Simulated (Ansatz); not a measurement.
## Ni under changes of volume

One of the cells (10.597 Å³/atom); the others are scaled copies at fixed shape and fractional positions:

```
CELL_PARAMETERS angstrom
-1.38372 1.38372 1.38372
1.38372 -1.38372 1.38372
1.38372 1.38372 -1.38372
ATOMIC_POSITIONS crystal
Ni 0.00000 0.00000 0.00000
```

This isn't the form of Ni at room conditions, which is fcc.

```yaml
Program: Ansatz 0.2.0
Functional: LDA
Potentials_or_basis: Ansatz PAW
Cutoff: "420 eV (not typed: the program's choice for these potentials)"
k_mesh: 13 × 13 × 13
Occupations: fermi-dirac, width 0.05 eV
Spin: collinear spin, ferromagnetic start
Starting_moments: "[1.0] μB"
```

```tsv
volume (Å³/atom)	energy over the lowest point (meV/atom)	pressure (GPa)	moment (μB per cell)
9.962	0.00	2.3	0.21
10.174	0.84	-2.6	0.30
10.385	?	?	?
10.597	18.18	-10.3	0.55
10.809	34.20	-13.9	0.57
11.021	54.79	-17.1	0.58
11.233	79.40	-19.9	0.59
```

Q: What does the run at 10.385 Å³/atom give?

A: Energy over the lowest point 7.27 meV/atom; pressure -6.3 GPa; moment 0.52 μB per cell.

Worked out: A Birch-Murnaghan fit of order 3 (a polynomial in V^(-2/3)) to the other rows has its minimum at 10.04 Å³/atom with B0 = V·E''(V) = 201 GPa (rough, since the energies scatter). It gives 6.96 meV/atom at 10.385 Å³/atom, against the run's 7.27, and -dE/dV = -6.6 GPa, against -6.3. A parabola through the other rows of the moment, of slope 0.448 μB per Å³/atom there, gives 0.44 μB, against the run's 0.52.

Energies are extrapolated to zero smearing.

Caveats: the PAW data sets come from PBE, with cores solved anew for the run's functional, which leaves a small shift of forces and pressure.
